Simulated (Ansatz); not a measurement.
**Fm-3m: 4 crystals compared**

All 4 crystals share space group Fm-3m (No. 225) and the same kinds of sites, 2 atoms in the primitive cell. They are database entries and needn't be the stable phases. The set is a selection: crystals with gaps under 0.25 eV or edges off the refined points were left out. Cells are relaxed by PAW under the functional.

Quantity: Kohn-Sham band edges (the gap between refined extrema, the direct gap on the fine mesh). Level: PBEsol, all-electron LAPW in Ansatz 0.2.0, scalar-relativistic.

```
crystal  cell (conventional)  fine k mesh  smearing (eV)
     KF          a = 5.308 Å     12×12×12           none
    KCl          a = 6.243 Å     12×12×12           none
     KI          a = 7.005 Å     10×10×10           none
   MgSe          a = 5.451 Å     12×12×12           none
```

Problem. Rank them by least direct gap, lowest first.
A. KI
B. KCl
C. MgSe
D. KF

Solution. C (2.50 eV), A (3.87 eV), B (5.10 eV), D (6.14 eV).

All values:

```csv
crystal,gap (eV),least direct gap (eV),electron conductivity mass (mₑ),ε∞ without local fields (PAW)
KF,6.14,6.14,0.537,2.14
KCl,5.10,5.10,0.435,2.64
KI,3.87,3.87,0.318,3.35
MgSe,1.77,2.50,0.283,7.30
```

Limits of these numbers: semilocal gaps are low, and light masses and ε∞ follow the gap; no spin-orbit coupling on heavy atoms (KI, MgSe).
